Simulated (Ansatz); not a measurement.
# Zr (bcc type): how the settings move a single-point run

Question: which choices in the input matter for Zr (bcc type)?

Method: reference: DFT, PBE, all-electron LAPW, scalar-relativistic, in Ansatz 0.2.0.

### Step 1. The starting structure

Symmetry: Im-3m, No. 229, cubic system. The conventional cell has a = 3.578 Å, b = 3.578 Å, c = 3.578 Å, α = 90.00°, β = 90.00°, γ = 90.00°. Around Zr (site symmetry m-3m) lie 8 Zr at 3.10 Å.

Structure file:

```
Zr
1.0
    -1.78892    1.78892    1.78892
     1.78892   -1.78892    1.78892
     3.57785    3.57785    0.00000
Zr
2
Direct
  0.00000 0.00000 0.00000
  0.50000 0.50000 0.50000
```

### Step 2. Reference

input.yaml

```yaml
crystal:
  lattice:
    - [-1.7889232124, 1.7889232124, 1.7889232124]
    - [1.7889232124, -1.7889232124, 1.7889232124]
    - [3.5778464248, 3.5778464248, 0.0]
  atoms:
    - { symbol: Zr, position: [0.0, 0.0, 0.0] }
    - { symbol: Zr, position: [0.5, 0.5, 0.5] }
kpoints:
  mp_grid: { grid: [12, 12, 7] }
scf:
  occupations: { method: fermi_dirac, width: 0.1 }
hamiltonian:
  xc: pbe
  pseudopotentials: { kind: all_electron, lapw: { basis_error: 0.001 } }
output:
  forces: true
  stress: true
  eigenvalues: true
```

Launch:

```bash
$ ansatz run input.yaml --threads 2 --pin off --max-ram 4096MiB --backend cpu --events-out ev --progress --plain --runs-dir out
```

### Step 3. Changing settings: dispersion d3bjatm

Edit input.yaml of step 2 so:

```diff
@@ -15,2 +15,3 @@
   pseudopotentials: { kind: all_electron, lapw: { basis_error: 0.001 } }
+  dispersion: d3bjatm
 output:
```

Q: Predict the outcome of this session. Wanted: for each run, ending; energy change; pressure; gap; force.

As calculated:

```
                  run     ending                                     energy change  pressure (GPa)  gap (eV)  force (eV/Å)  cycles   time
            reference  converged                                                 0             0.0      0.00          0.00       7  8.6 s
1: dispersion d3bjatm  converged  -493.9 meV/atom (offset of the dispersion model)            -3.3      0.00          0.00       7  8.2 s
```

Residual by cycle in the longest SCF loop of each run; runs are numbered as in the table. The quantity is the density residual dr2, in eV.

```
cycle  reference    run 1
    1     0.0778   0.0778
    2      0.023    0.023
    3    0.00814  0.00814
    4    0.00128  0.00128
    5     5.8e-5   5.8e-5
    6     2.5e-6   2.5e-6
    7     1.7e-8   1.7e-8
```

The energy moves by -493.9 meV/atom, nearly all of it the dispersion term itself (-493.9 meV/atom); that offset belongs to the model and is no gain or loss of stability; the pressure goes from 0.0 to -3.3 GPa.
